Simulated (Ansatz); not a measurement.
# Bi: all-electron results

```
Bi
1.0
     0.00000    2.51465    2.51465
     2.51465    0.00000    2.51465
     2.51465    2.51465    0.00000
Bi
1
Direct
  0.00000 0.00000 0.00000
```

The structure comes from a relaxation in the same program, started in the fcc type, and has space group Fm-3m. Whether it is a known phase or the ground state wasn't checked.

Spin–orbit coupling is left out, though it moves levels of the heavy atoms by tenths of an eV or more.

The calculation used DFT, PBE, all-electron LAPW, scalar-relativistic in Ansatz 0.2.0.

The runs use a Γ-centred 16×16×16 k mesh, Fermi–Dirac smearing of 0.05 eV, basis error target 0.5 meV/atom, no spin polarisation.

```json
{
 "Band gap": "none: with an odd electron count and no spin polarisation the bands can't all be full, a metal in this set-up (spin order or a larger cell could open a gap)",
 "Density of states at the Fermi level (0.2 eV bin)": "0.76 states/eV per cell",
 "Volume per atom": "31.80 Å³",
 "Pressure at this cell": "0.01 GPa"
}
```
